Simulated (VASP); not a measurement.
# Na (Im-3m) in VASP: notebook

The runs below take Na through band structure, density of states, with r2SCAN, PBE.

Program: VASP 6.6.1. These are calculated values, not measurements. Logs are shortened: lines on timing, memory, paths and dates and some standing lists are left out, and cuts for length are marked.

### 1 Starting point

It takes space group Im-3m (No. 229, cubic). The conventional cell has a = 4.171 Å, b = 4.171 Å, c = 4.171 Å, α = 90.00°, β = 90.00°, γ = 90.00°. Na (site symmetry m-3m) has 8 Na at 3.61 Å as nearest neighbours.

### 2 Band structure, r2SCAN

Input file INCAR:

```
PREC = Accurate ; ENCUT = 520
EDIFF = 1E-6 ; ISMEAR = 1
SIGMA = 0.1 ; LREAL = False
LASPH = True ; NELM = 80
ALGO = Normal ; ISIF = 2
LWAVE = False ; LCHARG = False
METAGGA = R2SCAN ; LMIXTAU = True
NBANDS = 10
```

Input file KPOINTS:

```
Automatic mesh
0
Gamma
  12 12 12
```

Input file POSCAR:

```
Na                                      
1.0
   -2.0853890600      2.0853890600      2.0853890600
    2.0853890600     -2.0853890600      2.0853890600
    2.0853890600      2.0853890600     -2.0853890600
  Na            
     1
Direct
     0.0000000000000000    0.0000000000000000    0.0000000000000000
```

Input file KPOINTS_OPT:

```
explicit points
188
Reciprocal
 0.0000000000  0.0000000000  0.0000000000 1
 0.0263157895 -0.0263157895  0.0263157895 1
 0.0526315789 -0.0526315789  0.0526315789 1
 0.0789473684 -0.0789473684  0.0789473684 1
 0.1052631579 -0.1052631579  0.1052631579 1
 0.1315789474 -0.1315789474  0.1315789474 1
[... 180 lines left out ...]
-0.0168663000  0.0168663000  0.5000000000 1
 0.0168663000 -0.0168663000  0.5000000000 1
```

Potentials or basis: VASP PAW PBE potentials, release 64 (Na_pv).

Command:

```console
> cat potpaw_PBE.64/Na_pv/POTCAR > POTCAR
> mpirun -np 1 vasp_std > vasp.out
```

OUTCAR:

```text
PREC = Accurate
   ENCUT = 520
   EDIFF = 1E-6
   ISMEAR = 1
   LREAL = False
   LASPH = True
   NELM = 80
   ISIF = 2
   METAGGA = R2SCAN

 ion  position               nearest neighbor table
   1  0.000  0.000  0.000-

  LATTYP: Found a body centered cubic cell.
 ALAT       =     4.1707781200

  Lattice vectors:

 A1 = (  -2.0853890600,   2.0853890600,   2.0853890600)
 A2 = (   2.0853890600,  -2.0853890600,   2.0853890600)
 A3 = (   2.0853890600,   2.0853890600,  -2.0853890600)

Analysis of symmetry for initial positions (statically):
=====================================================================
 Subroutine PRICEL returns:
 Original cell was already a primitive cell.

 Routine SETGRP: Setting up the symmetry group for a
 body centered cubic supercell.

 Subroutine GETGRP returns: Found 48 space group operations
 (whereof 48 operations were pure point group operations)
 out of a pool of 48 trial point group operations.

The static configuration has the point symmetry O_h .

Analysis of symmetry for dynamics (positions and initial velocities):
=====================================================================
 Subroutine PRICEL returns:
 Original cell was already a primitive cell.

 Routine SETGRP: Setting up the symmetry group for a
 body centered cubic supercell.

 Subroutine GETGRP returns: Found 48 space group operations
 (whereof 48 operations were pure point group operations)
 out of a pool of 48 trial point group operations.

The dynamic configuration has the point symmetry O_h .

 Subroutine INISYM returns: Found 48 space group operations
 (whereof 48 operations are pure point group operations),
 and found     1 'primitive' translations

----------------------------------------------------------------------------------------

                                     Primitive cell

  volume of cell :      36.2762

  direct lattice vectors                    reciprocal lattice vectors
    -2.085389060  2.085389060  2.085389060     0.000000000  0.239763414  0.239763414
     2.085389060 -2.085389060  2.085389060     0.239763414  0.000000000  0.239763414
     2.085389060  2.085389060 -2.085389060     0.239763414  0.239763414  0.000000000

  length of vectors
     3.611999805  3.611999805  3.611999805     0.339076671  0.339076671  0.339076671

  position of ions in fractional coordinates (direct lattice)
     0.000000000  0.000000000  0.000000000

  ion indices of the primitive-cell ions
   primitive index   ion index
                 1           1

----------------------------------------------------------------------------------------

 KPOINTS: Automatic mesh

Automatic generation of k-mesh.
 Grid dimensions read from file:
 generate k-points for:   12   12   12

 Generating k-lattice:

  Cartesian coordinates                     Fractional coordinates (reciprocal lattice)
     0.000000000  0.019980284  0.019980284     0.083333333  0.000000000  0.000000000
     0.019980284  0.000000000  0.019980284     0.000000000  0.083333333  0.000000000
     0.019980284  0.019980284  0.000000000     0.000000000  0.000000000  0.083333333

  Length of vectors
     0.028256389  0.028256389  0.028256389

  Shift w.r.t. Gamma in fractional coordinates (k-lattice)
     0.000000000  0.000000000  0.000000000

 Subroutine IBZKPT returns following result:
 ===========================================

 Found     72 irreducible k-points:

 Following reciprocal coordinates:
            Coordinates               Weight
  0.000000  0.000000  0.000000      1.000000
  0.083333  0.000000  0.000000     12.000000
  0.166667  0.000000  0.000000     12.000000
  0.250000  0.000000  0.000000     12.000000
  0.333333  0.000000  0.000000     12.000000
  0.416667  0.000000  0.000000     12.000000
[... 16 lines left out ...]
  0.333333  0.083333  0.083333     24.000000
  0.416667  0.083333  0.083333     12.000000
 [... further k-points ...]
   k-points           NKPTS =     72   k-points in BZ     NKDIM =     72   number of bands    NBANDS=     10
   number of dos      NEDOS =    301   number of ions     NIONS =      1
   total plane-waves  NPLWV =  21952
   dimension x,y,z NGX =    28 NGY =   28 NGZ =   28
   dimension x,y,z NGXF=    56 NGYF=   56 NGZF=   56
   ions per type =               1
   NGX,Y,Z   is equivalent  to a cutoff of  12.89, 12.89, 12.89 a.u.
   NGXF,Y,Z  is equivalent  to a cutoff of  25.77, 25.77, 25.77 a.u.
 SYSTEM =  unknown system
   PREC   = accura    normal or accurate (medium, high low for compatibility)
   ISTART =      0    job   : 0-new  1-cont  2-samecut
   ICHARG =      2    charge: 1-file 2-atom 10-const
   ISPIN  =      1    spin polarized calculation?
   LNONCOLLINEAR =      F non collinear calculations
   LSORBIT =      F    spin-orbit coupling
   LASPH  =      T    aspherical Exc in radial PAW
   ENCUT  =  520.0 eV  38.22 Ry    6.18 a.u.   6.72  6.72  6.72*2*pi/ulx,y,z
   NELM   =     80;   NELMIN=  2; NELMDL= -5     # of ELM steps
   EDIFF  = 0.1E-05   stopping-criterion for ELM
   LREAL  =      F    real-space projection
   EDIFFG = 0.1E-04   stopping-criterion for IOM
   NSW    =      0    number of steps for IOM
   IBRION =     -1    ionic relax: 0-MD 1-quasi-New 2-CG
   NFREE  =      0    steps in history (QN), initial steepest desc. (CG)
   ISIF   =      2    stress and relaxation
   ISYM   =      2    0-nonsym 1-usesym 2-fastsym
   POTIM  = 0.5000    time-step for ionic-motion
   TEBEG  =    0.0;   TEEND  =   0.0 temperature during run
   PSTRESS=    0.0 pullay stress
   NELECT =       7.0000    total number of electrons
   NUPDOWN=      -1.0000    fix difference up-down
   EMIN   =  10.00;   EMAX   =-10.00  energy-range for DOS
   EFERMI =   0.00;   METHOD = LEGACY
   ISMEAR =     1;   SIGMA  =   0.10  broadening in eV -4-tet -1-fermi 0-gaus
   EFERMI_NEDOS =   21; number of points for ismear=-14 and -15
   IALGO  =     38    algorithm
   IMIX   =      4    mixing-type and parameters
     AMIX     =   0.40;   BMIX     =  1.00
     AMIX_MAG =   1.60;   BMIX_MAG =  1.00
  volume/ion in A,a.u.               =      36.28       244.80
  Fermi-wavevector in a.u.,A,eV,Ry     =   0.946020  1.787719 12.176592  0.894954
  Thomas-Fermi vector in A             =   2.073978
   LORBIT       =      0    0 simple, 1 ext, 2 COOP (PROOUT), +10 PAW based schemes
   METAGGA = R2SCAN    functional components
   LHFCALC =     F    Hartree Fock is set to
   AEXX    =    0.0000 exact exchange contribution
   IVDW    =     0    specifies the selected vdW correction
   LEPSILON=     F    determine dielectric tensor
   LRPA    =     F    only Hartree local field effects (RPA)
 non-spin polarized calculation
 Methfessel and Paxton  Order N= 1 SIGMA  =   0.10
  energy-cutoff  :      520.00
  volume of cell :       36.28
 maximum number of plane-waves:       992
   NGX = 13   NGY = 13   NGZ = 13

 number of electron       6.9999995 magnetization

 Free energy of the ion-electron system (eV)
  ---------------------------------------------------
  ext. energy  EPLUGINS =         0.00000000
  ---------------------------------------------------
  free energy    TOTEN  =        -3.54914862 eV

  energy without entropy =       -3.54838388  energy(sigma->0) =       -3.54889371

 E-fermi :   0.3647     XC(G=0):  -6.9807

 val. band max:        0.3352779938   @ k =  -0.3333   0.4167   0.1667
 cond. band min:       0.4508168524   @ k =   0.3333   0.1667   0.0000
 fundamental gap:      0.1155388586
 Fermi energy:         0.3646808615

 k-point     1 :       0.0000    0.0000    0.0000
  band No.  band energies     occupation
      1     -25.5821      2.00000
      2     -25.5821      2.00000
      3     -25.5819      2.00000
      4      -3.1256      2.00000
      5      12.9693      0.00000
      6      12.9698      0.00000
      7      12.9698      0.00000
      8      14.1955      0.00000
      9      14.1955      0.00000
     10      14.8173      0.00000

 k-point     2 :       0.0833    0.0000    0.0000
  band No.  band energies     occupation
      1     -25.5846      2.00000
      2     -25.5829      2.00000
      3     -25.5821      2.00000
      4      -2.9930      2.00000
      5      11.4619      0.00000
      6      12.2135      0.00000
      7      12.6173      0.00000
      8      13.3059      0.00000
      9      13.5674      0.00000
     10      15.4000      0.00000

 k-point     3 :       0.1667    0.0000    0.0000
  band No.  band energies     occupation
      1     -25.5918      2.00000
      2     -25.5853      2.00000
      3     -25.5821      2.00000
      4      -2.5974      2.00000
      5       9.1386      0.00000
      6      11.1646      0.00000
      7      11.9759      0.00000
      8      12.3308      0.00000
      9      13.2856      0.00000
     10      15.5689      0.00000

 k-point     4 :       0.2500    0.0000    0.0000
  band No.  band energies     occupation
      1     -25.6016      2.00000
      2     -25.5885      2.00000
      3     -25.5821      2.00000
      4      -1.9447      2.00000
      5       6.9412      0.00000
      6      10.2983      0.00000
      7      11.3912      0.00000
      8      11.5594      0.00000
      9      12.8170      0.00000
     10      16.0068      0.00000
[... 222 lines left out ...]
 k-point    22 :       0.2500    0.0833    0.0833
  band No.  band energies     occupation
      1     -25.6117      2.00000
      2     -25.5918      2.00000
      3     -25.5844      2.00000
      4      -0.7915      2.00000
      5       5.1219      0.00000
      6       7.5802      0.00000
      7       9.1419      0.00000
      8      13.5781      0.00000
      9      14.3988      0.00000
     10      17.0217      0.00000

 k-point    23 :       0.3333    0.0833    0.0833
  band No.  band energies     occupation
      1     -25.6165      2.00000
      2     -25.5952      2.00000
      3     -25.5845      2.00000
      4       0.3275      1.58358
      5       3.3650      0.00000
      6       7.2159      0.00000
      7       8.7810      0.00000
      8      13.2458      0.00000
      9      14.2038      0.00000
     10      17.6773      0.00000

 k-point    24 :       0.4167    0.0833    0.0833
  band No.  band energies     occupation
      1     -25.6183      2.00000
      2     -25.5965      2.00000
      3     -25.5845      2.00000
      4       1.3770     -0.00000
      5       2.1014     -0.00000
      6       7.0944      0.00000
      7       8.6605      0.00000
      8      13.1333      0.00000
      9      14.1264      0.00000
     10      18.0470      0.00000

 [... further k-points ...]

------------------------ aborting loop because EDIFF is reached ----------------------------------------

  FORCE on cell =-STRESS in cart. coord.  units (eV):
  Direction    XX          YY          ZZ          XY          YZ          ZX
  --------------------------------------------------------------------------------------
  -------------------------------------------------------------------------------------
  Total        0.0921819      0.0921819      0.0921819      0.0000000     -0.0000000      0.0000000
  in kB        4.0713190      4.0713190      4.0713190      0.0000000     -0.0000000      0.0000000
  external PRESSURE =       4.0713190 kB  Pullay stress =       0.0000000 kB

 VOLUME and BASIS-vectors are now :
 -----------------------------------------------------------------------------
  energy-cutoff  :      520.00
  volume of cell :       36.28
      direct lattice vectors                 reciprocal lattice vectors
    -2.085389060  2.085389060  2.085389060     0.000000000  0.239763414  0.239763414
     2.085389060 -2.085389060  2.085389060     0.239763414  0.000000000  0.239763414
     2.085389060  2.085389060 -2.085389060     0.239763414  0.239763414  0.000000000

 POSITION                                       TOTAL-FORCE (eV/Angst)
 -----------------------------------------------------------------------------------
      0.00000      0.00000      0.00000         0.000000     -0.000000      0.000000
 -----------------------------------------------------------------------------------
    total drift:                               -0.000000     -0.000000     -0.000000

  FREE ENERGIE OF THE ION-ELECTRON SYSTEM (eV)
  ---------------------------------------------------
  free  energy   TOTEN  =        -3.5491486243 eV

  energy  without entropy=       -3.5483838839  energy(sigma->0) =       -3.54889371
```

It took 1.9 min on 1 thread of Intel Xeon 6975P-C (Granite Rapids), shared host; peak memory 0.18 GiB.

Results:

```
Free energy             : -3.5491 eV
Pressure                : 0.4 GPa
Band gap along the path : none (metal or under the smearing width)
```

Levels at the corners of the path, in eV from the Fermi level:
```tsv
point	band 1	band 2	band 3	band 4	band 5	band 6	band 7	band 8
Γ	-25.95	-25.95	-25.95	-3.49	12.60	12.61	12.61	13.83
H	-25.97	-25.97	-25.97	4.78	4.78	5.43	5.43	5.43
H	-25.97	-25.97	-25.97	4.78	4.78	5.43	5.43	5.43
N	-25.99	-25.96	-25.95	0.78	1.50	8.80	10.20	10.23
N	-25.99	-25.96	-25.95	0.78	1.50	8.80	10.20	10.23
Γ	-25.95	-25.95	-25.95	-3.49	12.60	12.61	12.61	13.83
Γ	-25.95	-25.95	-25.95	-3.49	12.60	12.61	12.61	13.83
P	-25.97	-25.97	-25.97	2.91	2.91	2.91	5.31	18.67
P	-25.97	-25.97	-25.97	2.91	2.91	2.91	5.31	18.67
H	-25.97	-25.97	-25.97	4.78	4.78	5.43	5.43	5.43
P	-25.97	-25.97	-25.97	2.91	2.91	2.91	5.31	18.67
N	-25.99	-25.96	-25.95	0.78	1.50	8.80	10.20	10.23
```

Caveat: the PAW data sets were made with another functional, which shifts forces and pressure a little.

### 3 Density of states, PBE

POSCAR is that of step 2.

Input file INCAR.step1:

```
SYSTEM = Na
ALGO = Fast
EDIFF = 1E-6
ENCUT = 520
GGA = PE
ISIF = 2
ISMEAR = 1
LASPH = .TRUE.
LCHARG = .TRUE.
LREAL = .FALSE.
LWAVE = .FALSE.
NELM = 80
PREC = Accurate
SIGMA = 0.1
```

Input file KPOINTS.step1:

```
k-points
0
G
  12 12 12
  0 0 0
```

Input file INCAR.step2:

```
SYSTEM = Na
ALGO = Fast
EDIFF = 1E-6
ENCUT = 520
GGA = PE
ICHARG = 11
ISIF = 2
ISMEAR = -5
LASPH = .TRUE.
LCHARG = .FALSE.
LORBIT = 11
LREAL = .FALSE.
LWAVE = .FALSE.
NEDOS = 2001
NELM = 80
PREC = Accurate
SIGMA = 0.1
```

Input file KPOINTS.step2:

```
k-points
0
G
  18 18 18
  0 0 0
```

Potentials or basis: VASP PAW PBE potentials, release 64 (Na_pv).

Command:

```console
> cat potpaw_PBE.64/Na_pv/POTCAR > POTCAR
> cp INCAR.step1 INCAR
> cp KPOINTS.step1 KPOINTS
> mpirun -np 1 vasp_std > vasp.out
> cp INCAR.step2 INCAR
> cp KPOINTS.step2 KPOINTS
> mpirun -np 1 vasp_std > vasp.out
```

Wall time 16 s (1 thread of Intel Xeon 6975P-C (Granite Rapids), shared host); peak memory 0.17 GiB.

The run converged. Its results:

* Valence electrons inside the program's atomic spheres: Na 6.06

Levels at points of the mesh, in eV from the Fermi level:
```csv
k point,band 1,band 2,band 3,band 4,band 5,band 6
"(0.00, 0.00, 0.00)",-24.91,-24.91,-24.91,-3.35,11.85,11.85
"(0.50, 0.00, 0.00)",-24.95,-24.93,-24.91,0.74,1.21,8.27
"(0.50, 0.50, 0.50)",-24.94,-24.94,-24.94,4.53,4.53,4.94
```

States per cell in windows of 1 eV (zero at the Fermi level; states under -8 eV left out):
```tsv
from (eV)	total	Na1_s	Na1_p	Na1_d
-8.0	0.00	0.00	0.00	0.00
-7.0	0.00	0.00	0.00	0.00
-6.0	0.00	0.00	0.00	0.00
-5.0	0.00	0.00	0.00	0.00
-4.0	0.03	0.00	0.00	0.00
-3.0	0.21	0.02	0.00	0.00
-2.0	0.33	0.03	0.01	0.00
-1.0	0.43	0.04	0.02	0.00
0.0	0.55	0.03	0.03	0.00
1.0	0.49	0.03	0.03	0.00
2.0	0.66	0.04	0.03	0.00
3.0	0.66	0.03	0.04	0.00
4.0	0.70	0.04	0.04	0.00
5.0	0.80	0.04	0.06	0.00
6.0	0.79	0.04	0.05	0.00
7.0	0.78	0.04	0.05	0.00
```

Caveat: tetrahedron occupations give inexact forces and stress in metals.
